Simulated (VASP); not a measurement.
# Na: intraband terms of a metal's spectrum

Na, C2/m (no. 12), 3 atoms in the cell. PBE, independent-particle dielectric function; PAW potentials Na_pv (PBE set).

## Input

INCAR.step1:
```
SYSTEM = Na
PREC = Accurate ; ENCUT = 300
ISMEAR = 1 ; SIGMA = 0.1
EDIFF = 1E-7 ; LASPH = .TRUE.
KPAR = 4 ; LWAVE = .FALSE.
LCHARG = .TRUE. ; LMAXMIX = 4
```

INCAR.step2:
```
SYSTEM = Na
PREC = Accurate ; ENCUT = 300
ISMEAR = 0 ; SIGMA = 0.3
EDIFF = 1E-6 ; LASPH = .TRUE.
KPAR = 4 ; LWAVE = .TRUE.
LCHARG = .FALSE. ; LMAXMIX = 4
ICHARG = 11 ; NBANDS = 32
NEDOS = 3000 ; OMEGAMAX = 30
CSHIFT = 0.1
```

INCAR.step3, as INCAR.step2 but for:
```
- LWAVE = .TRUE.
+ LWAVE = .FALSE.
+ LOPTICS = .TRUE.
+ ALGO = None
+ NELM = 1
+ ISTART = 1
```

INCAR.step4, as INCAR.step3 but for:
```
+ WPLASMAI = 0.03
```

INCAR.step5 to INCAR.step6 change the same tag again: WPLASMAI = 0.1, 0.3.

INCAR.step7, as INCAR.step6 but for:
```
- WPLASMAI = 0.3
+ RTIME = 1
```

INCAR.step8, as INCAR.step7 but for:
```
- RTIME = 1
+ RTIME = 20
```

INCAR.step9, as INCAR.step8 but for:
```
- RTIME = 20
+ LNABLA = .TRUE.
```

INCAR.step10, as INCAR.step9 but for:
```
- ISMEAR = 0
- LNABLA = .TRUE.
+ ISMEAR = -5
```

KPOINTS.step1:
```
k-points
0
Gamma
  8 8 3
```

KPOINTS.step2:
```
k-points
0
Gamma
  9 9 4
```

POSCAR:
```
Na
1.0
    3.1966520447     -1.8565520294      0.0000000000
    3.1966520447      1.8565520294      0.0000000000
   -2.1744518352      0.0000000000      9.3648511597
Na
3
Direct
    0.7775850000      0.7775850000      0.3333240000
    0.2224150000      0.2224150000      0.6666760000
    0.0000000000      0.0000000000      0.0000000000
```

Commands (each step's output is kept before the next begins):
```
cat potpaw_PBE.64/Na_pv/POTCAR > POTCAR
cp INCAR.step1 INCAR
cp KPOINTS.step1 KPOINTS
mpirun -np 4 vasp_std > vasp.out
cp INCAR.step2 INCAR
cp KPOINTS.step2 KPOINTS
mpirun -np 4 vasp_std > vasp.out
cp INCAR.step3 INCAR
mpirun -np 4 vasp_std > vasp.out
cp INCAR.step4 INCAR
mpirun -np 4 vasp_std > vasp.out
cp INCAR.step5 INCAR
mpirun -np 4 vasp_std > vasp.out
cp INCAR.step6 INCAR
mpirun -np 4 vasp_std > vasp.out
cp INCAR.step7 INCAR
mpirun -np 4 vasp_std > vasp.out
cp INCAR.step8 INCAR
mpirun -np 4 vasp_std > vasp.out
cp INCAR.step9 INCAR
mpirun -np 4 vasp_std > vasp.out
cp INCAR.step10 INCAR
mpirun -np 4 vasp_std > vasp.out
```

## Result

- Bands: 32

One ground state, settings moved in the last step alone:

| Settings | Plasma frequency (eV) | Im ε at 0.5 eV | Im ε at 1 eV | Im ε at 2 eV | Im ε at 4 eV | Time (s) |
|---|---|---|---|---|---|---|
| interband part alone | 5.65 | 1.2 | 0.2 | 0.1 | 0.0 | 8 |
| Drude term, WPLASMAI 0.03 | 5.65 | 8.9 | 1.1 | 0.2 | 0.0 | 8 |
| Drude term, WPLASMAI 0.1 | 5.65 | 25.8 | 3.3 | 0.5 | 0.1 | 8 |
| Drude term, WPLASMAI 0.3 | 5.65 | 57.6 | 9.0 | 1.2 | 0.2 | 7 |
| relaxation time RTIME 1 fs | 5.65 | 62.8 | 14.8 | 2.4 | 0.4 | 8 |
| relaxation time RTIME 20 fs | 5.65 | 9.6 | 1.2 | 0.2 | 0.0 | 12 |
| transversal form (LNABLA) | 5.72 | 1.2 | 0.2 | 0.1 | 0.0 | 10 |
| tetrahedron method | – | – | – | – | – | no result |

VASP 6.6.1 took 95 s on 4 cores (AMD EPYC 7R13 (Zen 3)), a shared host.
